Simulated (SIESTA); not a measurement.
Pb:

```
Pb
1.0
     0.01933    2.46287    2.45281
     2.50286   -0.00675    2.47889
     2.48132    2.46742    0.01479
Pb
1
Direct
  0.00000 0.00000 0.00000
```

Base run:

| Quantity | Value |
| --- | --- |
| Program | SIESTA 5.4.2 |
| Functional | vdW-DF2 |
| Potentials or basis | PseudoDojo 0.4 standard (PBE files) |
| Basis | DZP (energy shift 0.003 Ry; two zetas on semicore shells) |
| Grid cutoff | 500 Ry |
| Energy shift | 0.003 Ry |
| k mesh | 9 × 9 × 9 |
| Occupations | fermi-dirac, width 0.05 eV |
| Spin | no spin polarisation |

Its results: band gap on the k mesh none (metal or under the smearing width); pressure 8.9 GPa.

Question: After a change of settings the same cell gave: band gap on the k mesh none (metal or under the smearing width); pressure 0.7 GPa. Which change was it?
A. functional from vdW-DF2 to vdW-DF-cx
B. functional from vdW-DF2 to PBE
C. functional from vdW-DF2 to VV10
D. functional from vdW-DF2 to optB88-vdW

Answer: A.

Caveats: the potentials were made for another functional, which shifts forces and pressure; the basis of atomic orbitals isn't converged, which shifts pressures, moduli and gaps.
